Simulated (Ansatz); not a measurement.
Reaction (ligand exchange at the Si–C bond): `O=C(O)C[SiH2]F` + `[SiH3]P` → `F[SiH2]P[SiH3]` + `CC(=O)O`

Calculated with Ansatz (gas phase, PBE0-D4/def2-TZVP geometries, no zero-point term in ΔE). CBS: MP2 limit from def2 TZ/QZ plus the TZ coupled-cluster correction, frozen cores. This one scheme is used for every species. Functionals use def2-TZVPP. Each species was taken in one conformer, which may not be the lowest.

```
             level  ΔE (kJ/mol)
           PBE0-D4        -31.7
           ωB97M-V        -21.4
    MP2/def2-TZVPP        -24.2
     HF/def2-QZVPP        -19.0
    MP2/def2-QZVPP        -26.5
SCS-MP2/def2-QZVPP        -23.8
      HF/CBS(def2)        -19.1
     MP2/CBS(def2)        -28.0
```

Question: What does CCSD(T)/CBS give? (Best estimate.)

Answer: Computed: -25.7 kJ/mol. The listed levels differ from it by -6.0, 4.3, 1.5, 6.7, -0.8, 1.9, 6.6, -2.3 kJ/mol.

Largest T1 diagnostic among the species: 0.015.

In def2-TZVPP, CCSD(T) changes the Hartree–Fock value by −3.2 kJ/mol (the triples alone add −1.5 kJ/mol) and MP2 by −5.4 kJ/mol.

CCSD(T)/CBS has its own doubt, a few kJ/mol and more with outer-core shells, so smaller differences from it don't rank the levels.
